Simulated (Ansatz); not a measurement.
Theory: Ansatz, DFT PBE, scalar-relativistic, plane waves, PAW. All cells share a 420 eV cutoff and Γ-centred k meshes spaced at most about 0.3 Å⁻¹ (about 0.25 or finer for metals, 2π included). No spin polarisation.

All energies are static (0 K, no zero-point motion).

Two forms of In3GaAs4 were relaxed alike.

A.

```
CELL_PARAMETERS angstrom
4.28798 0.00000 0.00000
-2.14399 3.71350 0.00000
0.00000 0.00000 14.13596
ATOMIC_POSITIONS crystal
In 0.00000 0.00000 0.25053
In 0.66667 0.33333 0.99451
In 0.66667 0.33333 0.50671
Ga 0.00000 0.00000 0.75074
As 0.00000 0.00000 0.43981
As 0.00000 0.00000 0.92785
As 0.66667 0.33333 0.18382
As 0.66667 0.33333 0.69703
```

B.

```
CELL_PARAMETERS angstrom
4.29036 0.00000 0.00000
0.00000 4.29036 0.00000
0.00000 0.00000 12.20222
ATOMIC_POSITIONS crystal
In 0.00000 0.00000 0.74133
In 0.00000 0.00000 0.25867
In 0.50000 0.50000 0.00000
Ga 0.50000 0.50000 0.50000
As 0.50000 0.00000 0.38869
As 0.00000 0.50000 0.12938
As 0.50000 0.00000 0.87062
As 0.00000 0.50000 0.61131
```

Question: Which form is favoured at zero pressure, and by what margin per atom?

Answer: B is lower, by 16 meV/atom. A has In and Ga ordered on wurtzite sites, space group P3m1 (No. 156), 28.1 Å³/atom and no gap on its mesh; B has In and Ga ordered on zinc blende sites, space group P-4m2 (No. 115), 28.1 Å³/atom and no gap. In A, around In on its first site lie 4 As at 2.65–2.68 Å; around Ga lie 4 As at 2.50–2.59 Å; As on its first site has 4 In at 2.65–2.68 Å; 5 more sites not described. In B, around In on a site of symmetry 2mm lie 4 As at 2.66–2.67 Å; Ga has 4 As at 2.54 Å; As on its first site has 2 Ga at 2.54 Å and 2 In at 2.67 Å; 2 more sites not described. Both come from invented guesses. Shaken at random and relaxed again, A came back.

The k mesh leaves some 4 meV/atom of noise in the energy of each metallic cell. The zero gap of P3m1, P-4m2 may come from the functional, which often closes small gaps. Cells without such a test can be saddle points.
